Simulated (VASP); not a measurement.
# Na2S (Fm-3m) in VASP: further runs

Runs on Na2S. Level: PBE. Tasks: single point.

All numbers are computed with VASP 6.6.1; they aren't measurements. Logs are shortened: lines on timing, memory, paths and dates and some standing lists are left out, and cuts for length are marked.

## Step 1: The crystal as given

It takes space group Fm-3m (No. 225, cubic). The conventional cell has a = 6.547 Å, b = 6.547 Å, c = 6.547 Å, α = 90.00°, β = 90.00°, γ = 90.00°. S (site symmetry m-3m) has 8 Na at 2.83 Å as nearest neighbours. Na (site symmetry -43m) has 4 S at 2.83 Å as nearest neighbours.

## Step 2: Single point, PBE

Contents of INCAR:

```
SYSTEM = Na2S
  PREC = Accurate
  ENCUT = 500
  EDIFF = 1E-6
  ISMEAR = 0
  SIGMA = 0.02
  LREAL = .False.
  LASPH = .True.
  NELM = 80
  ALGO = Normal
  ISIF = 2
  LWAVE = .False.
  LCHARG = .True.
  GGA = PE
  LELF = .True.
  LVHAR = .True.
```

Contents of KPOINTS:

```
Automatic mesh
0
Gamma
  4 4 4
  0 0 0
```

Contents of POSCAR:

```
Na2S
1.0
    0.0000000000      3.2735000000      3.2735000000
    3.2735000000      0.0000000000      3.2735000000
    3.2735000000      3.2735000000      0.0000000000
S Na
1 2
Direct
    0.0000000000      0.0000000000      0.0000000000
    0.7500000000      0.7500000000      0.7500000000
    0.2500000000      0.2500000000      0.2500000000
```

Potentials or basis: VASP PAW PBE potentials, release 64 (S_GW, Na_sv_GW).

Launch:

```sh
$ cat potpaw_PBE.64/S_GW/POTCAR potpaw_PBE.64/Na_sv_GW/POTCAR > POTCAR
$ mpirun -np 1 vasp_std > vasp.out
```

OUTCAR:

```text
SYSTEM = Na2S
   PREC = Accurate
   ENCUT = 500
   EDIFF = 1E-6
   ISMEAR = 0
   LREAL = .False.
   LASPH = .True.
   NELM = 80
   ISIF = 2
   GGA = PE

 ion  position               nearest neighbor table
   1  0.000  0.000  0.000-
   2  0.750  0.750  0.750-
   3  0.250  0.250  0.250-

  LATTYP: Found a face centered cubic cell.
 ALAT       =     6.5470000000

  Lattice vectors:

 A1 = (   0.0000000000,   3.2735000000,   3.2735000000)
 A2 = (   3.2735000000,   0.0000000000,   3.2735000000)
 A3 = (   3.2735000000,   3.2735000000,   0.0000000000)

Analysis of symmetry for initial positions (statically):
=====================================================================
 Subroutine PRICEL returns:
 Original cell was already a primitive cell.

 Routine SETGRP: Setting up the symmetry group for a
 face centered cubic supercell.

 Subroutine GETGRP returns: Found 48 space group operations
 (whereof 48 operations were pure point group operations)
 out of a pool of 48 trial point group operations.

The static configuration has the point symmetry O_h .

Analysis of symmetry for dynamics (positions and initial velocities):
=====================================================================
 Subroutine PRICEL returns:
 Original cell was already a primitive cell.

 Routine SETGRP: Setting up the symmetry group for a
 face centered cubic supercell.

 Subroutine GETGRP returns: Found 48 space group operations
 (whereof 48 operations were pure point group operations)
 out of a pool of 48 trial point group operations.

The dynamic configuration has the point symmetry O_h .

 Subroutine INISYM returns: Found 48 space group operations
 (whereof 48 operations are pure point group operations),
 and found     1 'primitive' translations

----------------------------------------------------------------------------------------

                                     Primitive cell

  volume of cell :      70.1564

  direct lattice vectors                    reciprocal lattice vectors
     0.000000000  3.273500000  3.273500000    -0.152741714  0.152741714  0.152741714
     3.273500000  0.000000000  3.273500000     0.152741714 -0.152741714  0.152741714
     3.273500000  3.273500000  0.000000000     0.152741714  0.152741714 -0.152741714

  length of vectors
     4.629428096  4.629428096  4.629428096     0.264556409  0.264556409  0.264556409

[... 59 lines left out ...]
   ISPIN  =      1    spin polarized calculation?
   LNONCOLLINEAR =      F non collinear calculations
   LSORBIT =      F    spin-orbit coupling
   LASPH  =      T    aspherical Exc in radial PAW
   ENCUT  =  500.0 eV  36.75 Ry    6.06 a.u.   8.44  8.44  8.44*2*pi/ulx,y,z
   NELM   =     80;   NELMIN=  2; NELMDL= -5     # of ELM steps
   EDIFF  = 0.1E-05   stopping-criterion for ELM
   LREAL  =      F    real-space projection
[... 7 lines left out ...]
   TEBEG  =    0.0;   TEEND  =   0.0 temperature during run
   PSTRESS=    0.0 pullay stress
   NELECT =      24.0000    total number of electrons
   NUPDOWN=      -1.0000    fix difference up-down
   EMIN   =  10.00;   EMAX   =-10.00  energy-range for DOS
   EFERMI =   0.00;   METHOD = LEGACY
   ISMEAR =     0;   SIGMA  =   0.02  broadening in eV -4-tet -1-fermi 0-gaus
   EFERMI_NEDOS =   21; number of points for ismear=-14 and -15
   IALGO  =     38    algorithm
   IMIX   =      4    mixing-type and parameters
     AMIX     =   0.40;   BMIX     =  1.00
     AMIX_MAG =   1.60;   BMIX_MAG =  1.00
  volume/ion in A,a.u.               =      23.39       157.81
  Fermi-wavevector in a.u.,A,eV,Ry     =   1.144958  2.163657 17.836270  1.310929
  Thomas-Fermi vector in A             =   2.281648
   LORBIT       =      0    0 simple, 1 ext, 2 COOP (PROOUT), +10 PAW based schemes
   GGA     = PE    functional components
   LHFCALC =     F    Hartree Fock is set to
   AEXX    =    0.0000 exact exchange contribution
   IVDW    =     0    specifies the selected vdW correction
   LEPSILON=     F    determine dielectric tensor
   LRPA    =     F    only Hartree local field effects (RPA)
 non-spin polarized calculation
 Gauss-broadening in eV      SIGMA  =   0.02
  energy-cutoff  :      500.00
  volume of cell :       70.16
 maximum number of plane-waves:      1812
 NGX is ok and might be reduce to    36
   NGX = 17   NGY = 17   NGZ = 17

 number of electron      23.9999987 magnetization

 Free energy of the ion-electron system (eV)
  ---------------------------------------------------
  ext. energy  EPLUGINS =         0.00000000
  ---------------------------------------------------
  free energy    TOTEN  =       -14.13895023 eV

  energy without entropy =      -14.13895023  energy(sigma->0) =      -14.13895023

 E-fermi :   0.2304     XC(G=0):  -7.9327

 val. band max:        0.1329778388   @ k =   0.0000   0.0000   0.0000
 cond. band min:       2.6166881214   @ k =   0.0000   0.0000   0.0000
 fundamental gap:      2.4837102826
 Fermi energy:         0.2303939034

 k-point     1 :       0.0000    0.0000    0.0000
  band No.  band energies     occupation
      1     -50.1520      2.00000
      2     -50.1405      2.00000
      3     -22.1216      2.00000
      4     -22.1216      2.00000
      5     -22.1216      2.00000
      6     -22.0682      2.00000
[... 129 lines left out ...]
      3     -22.1423      2.00000
      4     -22.1372      2.00000
      5     -22.0968      2.00000
      6     -22.0968      2.00000
[... 8 lines left out ...]
     15       7.3402      0.00000
     16       7.4002      0.00000

------------------------ aborting loop because EDIFF is reached ----------------------------------------

  FORCE on cell =-STRESS in cart. coord.  units (eV):
  Direction    XX          YY          ZZ          XY          YZ          ZX
  --------------------------------------------------------------------------------------
  -------------------------------------------------------------------------------------
  Total        0.0281446      0.0281446      0.0281446     -0.0000000      0.0000000      0.0000000
  in kB        0.6427443      0.6427443      0.6427443     -0.0000000      0.0000000      0.0000000
  external PRESSURE =       0.6427443 kB  Pullay stress =       0.0000000 kB

 VOLUME and BASIS-vectors are now :
 -----------------------------------------------------------------------------
  energy-cutoff  :      500.00
  volume of cell :       70.16
      direct lattice vectors                 reciprocal lattice vectors
     0.000000000  3.273500000  3.273500000    -0.152741714  0.152741714  0.152741714
     3.273500000  0.000000000  3.273500000     0.152741714 -0.152741714  0.152741714
     3.273500000  3.273500000  0.000000000     0.152741714  0.152741714 -0.152741714

 POSITION                                       TOTAL-FORCE (eV/Angst)
 -----------------------------------------------------------------------------------
      0.00000      0.00000      0.00000         0.000000     -0.000000     -0.000000
      4.91025      4.91025      4.91025        -0.000000     -0.000000     -0.000000
      1.63675      1.63675      1.63675         0.000000      0.000000      0.000000
 -----------------------------------------------------------------------------------
    total drift:                                0.000000      0.000000      0.000000

  FREE ENERGIE OF THE ION-ELECTRON SYSTEM (eV)
  ---------------------------------------------------
  free  energy   TOTEN  =       -14.1389502305 eV

  energy  without entropy=      -14.1389502305  energy(sigma->0) =      -14.13895023
```

OSZICAR:

```text
N       E                     dE             d eps       ncg     rms          rms(c)
DAV:   1     0.247403305367E+03    0.24740E+03   -0.13986E+04   288   0.149E+03
DAV:   2     0.135829342837E+00   -0.24727E+03   -0.24457E+03   256   0.464E+02
DAV:   3    -0.145395536844E+02   -0.14675E+02   -0.14670E+02   376   0.965E+01
DAV:   4    -0.148618552263E+02   -0.32230E+00   -0.32228E+00   384   0.182E+01
DAV:   5    -0.148652311996E+02   -0.33760E-02   -0.33760E-02   376   0.157E+00    0.299E+00
DAV:   6    -0.141784675894E+02    0.68676E+00   -0.21981E+00   336   0.693E+00    0.127E+00
DAV:   7    -0.141255228344E+02    0.52945E-01   -0.27847E-01   312   0.207E+00    0.738E-01
DAV:   8    -0.141371088187E+02   -0.11586E-01   -0.27752E-02   256   0.168E+00    0.109E-01
DAV:   9    -0.141386291346E+02   -0.15203E-02   -0.51228E-03   312   0.689E-01    0.612E-02
DAV:  10    -0.141389116700E+02   -0.28254E-03   -0.14004E-03   320   0.217E-01    0.164E-02
DAV:  11    -0.141389457900E+02   -0.34120E-04   -0.11246E-04   240   0.515E-02    0.667E-03
DAV:  12    -0.141389531681E+02   -0.73781E-05   -0.40606E-05   200   0.295E-02    0.682E-03
DAV:  13    -0.141389501990E+02    0.29691E-05   -0.17203E-05   280   0.171E-02    0.531E-04
DAV:  14    -0.141389502305E+02   -0.31568E-07   -0.26895E-07   144   0.496E-03
   1 F= -.14138950E+02 E0= -.14138950E+02  d E =-.262941E-13
```

stdout:

```text
POSCAR found type information on POSCAR S Na
 POSCAR found :  2 types and       3 ions
 scaLAPACK will be used
 LDA part: xc-table for (Slater+PW92), standard interpolation
 POSCAR, INCAR and KPOINTS ok, starting setup
 FFT: planning ... GRIDC
 FFT: planning ... GRID_SOFT
 FFT: planning ... GRID
 WAVECAR not read
 entering main loop
```

Wall time 21 s (1 thread of AMD EPYC 7R43 (Zen 3), shared host); peak memory 0.16 GiB.

What came out:

| Property | Result |
| --- | --- |
| Free energy | -14.1390 eV |
| Pressure | 0.1 GPa |
| Band gap on the k mesh | 2.48 eV, direct |

## Step 3: Single point, PBE

Contents of INCAR:

```
SYSTEM = Na2S
PREC = Accurate
ENCUT = 900
EDIFF = 1E-8
ISMEAR = 0
SIGMA = 0.05
LREAL = .FALSE.
LASPH = .TRUE.
NELM = 100
ALGO = Normal
ISIF = 2
LWAVE = .FALSE.
LCHARG = .FALSE.
GGA = PE
NBANDS = 17
ADDGRID = .FALSE.
```

Contents of KPOINTS:

```
Automatic mesh
0
G
  10 10 10
  0 0 0
```

POSCAR is that of step 2.

Potentials or basis: VASP PAW PBE potentials, release 64 (S, Na_pv).

Launch:

```sh
$ cat potpaw_PBE.64/S/POTCAR potpaw_PBE.64/Na_pv/POTCAR > POTCAR
$ mpirun -np 1 vasp_std > vasp.out
```

Run time: 1.7 min. Hardware: 1 thread of Intel Xeon Platinum 8488C (Sapphire Rapids), shared host; peak memory 0.36 GiB.

It converged, with:

```
Free energy            : -9.9755 eV
Pressure               : 0.3 GPa
Band gap on the k mesh : 2.48 eV, direct
```

Levels at points of the mesh, in eV from the valence-band top:
```csv
k point,band 7,band 8,band 9,band 10,band 11,band 12,band 13,band 14
"(0.00, 0.00, 0.00)",-10.14,0.00,0.00,0.00,2.48,7.73,7.73,7.73
"(0.50, 0.00, 0.00)",-9.89,-1.64,-0.13,-0.13,4.78,6.44,7.14,7.14
"(0.50, 0.50, 0.00)",-9.82,-1.47,-0.46,-0.46,3.84,6.00,8.43,9.75
```

## Step 4: Single point, PBE

Changes to INCAR since step 3:

```diff
@@ -2,4 +2,4 @@
 PREC = Accurate
-ENCUT = 900
-EDIFF = 1E-8
+ENCUT = 220
+EDIFF = 1E-6
 ISMEAR = 0
```

Contents of KPOINTS:

```
Automatic mesh
0
G
  3 3 3
  0 0 0
```

POSCAR is that of step 3.

Potentials or basis: VASP PAW PBE potentials, release 64 (S, Na_pv).

Launch:

```sh
$ cat potpaw_PBE.64/S/POTCAR potpaw_PBE.64/Na_pv/POTCAR > POTCAR
$ mpirun -np 1 vasp_std > vasp.out
```

OUTCAR:

```text
SYSTEM = Na2S
   PREC = Accurate
   ENCUT = 220
   EDIFF = 1E-6
   ISMEAR = 0
   LREAL = .FALSE.
   LASPH = .TRUE.
   NELM = 100
   ISIF = 2
   GGA = PE

 Found      4 irreducible k-points:

 Following reciprocal coordinates:
            Coordinates               Weight
  0.000000  0.000000  0.000000      1.000000
  0.333333  0.000000  0.000000      8.000000
  0.333333  0.333333  0.000000      6.000000
 -0.333333  0.333333  0.000000     12.000000
   k-points           NKPTS =      4   k-points in BZ     NKDIM =      4   number of bands    NBANDS=     17
   number of dos      NEDOS =    301   number of ions     NIONS =      3
   total plane-waves  NPLWV =  13824
   dimension x,y,z NGX =    24 NGY =   24 NGZ =   24
   dimension x,y,z NGXF=    48 NGYF=   48 NGZF=   48
   ions per type =               1   2
   NGX,Y,Z   is equivalent  to a cutoff of   8.62,  8.62,  8.62 a.u.
   NGXF,Y,Z  is equivalent  to a cutoff of  17.24, 17.24, 17.24 a.u.
 SYSTEM =  Na2S
   PREC   = accura    normal or accurate (medium, high low for compatibility)
   ISTART =      0    job   : 0-new  1-cont  2-samecut
   ICHARG =      2    charge: 1-file 2-atom 10-const
   ISPIN  =      1    spin polarized calculation?
   LNONCOLLINEAR =      F non collinear calculations
   LSORBIT =      F    spin-orbit coupling
   LASPH  =      T    aspherical Exc in radial PAW
   ENCUT  =  220.0 eV  16.17 Ry    4.02 a.u.   5.60  5.60  5.60*2*pi/ulx,y,z
   NELM   =    100;   NELMIN=  2; NELMDL= -5     # of ELM steps
   EDIFF  = 0.1E-05   stopping-criterion for ELM
[... 8 lines left out ...]
   TEBEG  =    0.0;   TEEND  =   0.0 temperature during run
   PSTRESS=    0.0 pullay stress
   NELECT =      20.0000    total number of electrons
   NUPDOWN=      -1.0000    fix difference up-down
   EMIN   =  10.00;   EMAX   =-10.00  energy-range for DOS
[... 5 lines left out ...]
     AMIX     =   0.40;   BMIX     =  1.00
     AMIX_MAG =   1.60;   BMIX_MAG =  1.00
  volume/ion in A,a.u.               =      23.39       157.81
  Fermi-wavevector in a.u.,A,eV,Ry     =   1.077447  2.036079 15.794888  1.160892
  Thomas-Fermi vector in A             =   2.213359
   LORBIT       =      0    0 simple, 1 ext, 2 COOP (PROOUT), +10 PAW based schemes
   GGA     = PE    functional components
   LHFCALC =     F    Hartree Fock is set to
   AEXX    =    0.0000 exact exchange contribution
   IVDW    =     0    specifies the selected vdW correction
   LEPSILON=     F    determine dielectric tensor
   LRPA    =     F    only Hartree local field effects (RPA)
 non-spin polarized calculation
 Gauss-broadening in eV      SIGMA  =   0.05
  energy-cutoff  :      220.00
  volume of cell :       70.16
 maximum number of plane-waves:       531
 NGX is ok and might be reduce to    24
   NGX = 11   NGY = 11   NGZ = 11

 number of electron      19.9999863 magnetization

 Free energy of the ion-electron system (eV)
  ---------------------------------------------------
  ext. energy  EPLUGINS =         0.00000000
  ---------------------------------------------------
  free energy    TOTEN  =        -9.81128161 eV

  energy without entropy =       -9.81128161  energy(sigma->0) =       -9.81128161

 E-fermi :   0.5370     XC(G=0):  -7.8090

 val. band max:        0.1994493953   @ k =   0.0000   0.0000   0.0000
 cond. band min:       2.6474663575   @ k =   0.0000   0.0000   0.0000
 fundamental gap:      2.4480169622
 Fermi energy:         0.5369783183

 k-point     1 :       0.0000    0.0000    0.0000
  band No.  band energies     occupation
      1     -22.2345      2.00000
      2     -22.2344      2.00000
      3     -22.2344      2.00000
      4     -22.1575      2.00000
      5     -22.1575      2.00000
      6     -22.1575      2.00000
[... 9 lines left out ...]
     16       9.5713      0.00000
     17      11.3732      0.00000

 k-point     2 :       0.3333    0.0000    0.0000
  band No.  band energies     occupation
      1     -22.2174      2.00000
      2     -22.2174      2.00000
      3     -22.1987      2.00000
      4     -22.1723      2.00000
      5     -22.1723      2.00000
      6     -22.1683      2.00000
[... 9 lines left out ...]
     16       9.9595      0.00000
     17      10.5503      0.00000

 k-point     3 :       0.3333    0.3333    0.0000
  band No.  band energies     occupation
      1     -22.2194      2.00000
      2     -22.2117      2.00000
      3     -22.2117      2.00000
      4     -22.1512      2.00000
      5     -22.1431      2.00000
      6     -22.1431      2.00000
[... 9 lines left out ...]
     16      11.0215      0.00000
     17      12.9075      0.00000

 k-point     4 :      -0.3333    0.3333    0.0000
  band No.  band energies     occupation
      1     -22.2395      2.00000
      2     -22.2151      2.00000
      3     -22.2129      2.00000
      4     -22.1789      2.00000
      5     -22.1734      2.00000
      6     -22.1362      2.00000
[... 9 lines left out ...]
     16      10.2794      0.00000
     17      13.3731      0.00000

------------------------ aborting loop because EDIFF is reached ----------------------------------------

  FORCE on cell =-STRESS in cart. coord.  units (eV):
  Direction    XX          YY          ZZ          XY          YZ          ZX
  --------------------------------------------------------------------------------------
  -------------------------------------------------------------------------------------
  Total       -4.5842605     -4.5842605     -4.5842605      0.0000000      0.0000000      0.0000000
  in kB     -104.6918426   -104.6918426   -104.6918426      0.0000000      0.0000000      0.0000000
  external PRESSURE =    -104.6918426 kB  Pullay stress =       0.0000000 kB

 VOLUME and BASIS-vectors are now :
 -----------------------------------------------------------------------------
  energy-cutoff  :      220.00
  volume of cell :       70.16
      direct lattice vectors                 reciprocal lattice vectors
     0.000000000  3.273500000  3.273500000    -0.152741714  0.152741714  0.152741714
     3.273500000  0.000000000  3.273500000     0.152741714 -0.152741714  0.152741714
     3.273500000  3.273500000  0.000000000     0.152741714  0.152741714 -0.152741714

 POSITION                                       TOTAL-FORCE (eV/Angst)
 -----------------------------------------------------------------------------------
      0.00000      0.00000      0.00000        -0.000000      0.000000     -0.000000
      4.91025      4.91025      4.91025        -0.000000     -0.000000     -0.000000
      1.63675      1.63675      1.63675         0.000000      0.000000      0.000000
 -----------------------------------------------------------------------------------
    total drift:                               -0.000000      0.000000      0.000000

  FREE ENERGIE OF THE ION-ELECTRON SYSTEM (eV)
  ---------------------------------------------------
  free  energy   TOTEN  =        -9.8112816109 eV

  energy  without entropy=       -9.8112816109  energy(sigma->0) =       -9.81128161
```

OSZICAR:

```text
N       E                     dE             d eps       ncg     rms          rms(c)
DAV:   1     0.821454473199E+02    0.82145E+02   -0.73363E+03   160   0.660E+02
DAV:   2    -0.635724235139E+01   -0.88503E+02   -0.87443E+02   138   0.210E+02
DAV:   3    -0.106336289695E+02   -0.42764E+01   -0.42625E+01   173   0.489E+01
DAV:   4    -0.106621899992E+02   -0.28561E-01   -0.28554E-01   149   0.425E+00
DAV:   5    -0.106627025659E+02   -0.51257E-03   -0.51254E-03   181   0.567E-01    0.496E+00
DAV:   6    -0.984944935289E+01    0.81325E+00   -0.15829E+00   158   0.615E+00    0.379E+00
DAV:   7    -0.979910392110E+01    0.50345E-01   -0.27055E-01   149   0.224E+00    0.251E+00
DAV:   8    -0.981101999862E+01   -0.11916E-01   -0.27841E-02   139   0.113E+00    0.107E+00
DAV:   9    -0.980978873101E+01    0.12313E-02   -0.15369E-03   140   0.220E-01    0.601E-01
DAV:  10    -0.981123952865E+01   -0.14508E-02   -0.38000E-03   138   0.235E-01    0.196E-01
DAV:  11    -0.981126379494E+01   -0.24266E-04   -0.10167E-04   148   0.584E-02    0.927E-02
DAV:  12    -0.981128144439E+01   -0.17649E-04   -0.34908E-05   140   0.241E-02    0.278E-02
DAV:  13    -0.981128161089E+01   -0.16650E-06   -0.58570E-06   150   0.117E-02
   1 F= -.98112816E+01 E0= -.98112816E+01  d E =-.507001E-22
```

stdout:

```text
POSCAR found type information on POSCAR S Na
 POSCAR found :  2 types and       3 ions
 scaLAPACK will be used
 LDA part: xc-table for (Slater+PW92), standard interpolation
 POSCAR, INCAR and KPOINTS ok, starting setup
 FFT: planning ... GRIDC
 FFT: planning ... GRID_SOFT
 FFT: planning ... GRID
 WAVECAR not read
 entering main loop
```

Run time: 2 s. Hardware: 1 thread of Intel Xeon Platinum 8488C (Sapphire Rapids), shared host; peak memory 0.12 GiB.

The run converged, but a check on its numbers failed (symmetry, net force, bounds or a known fault of this set-up), so they aren't taken as properties of the crystal.

Caveat: the k mesh is coarse (spacing up to 0.55 Å⁻¹), so the values aren't converged; the cutoff lies under the usual one of these potentials, so the numbers hold a large basis-set error.

[end of part 1 of 2]
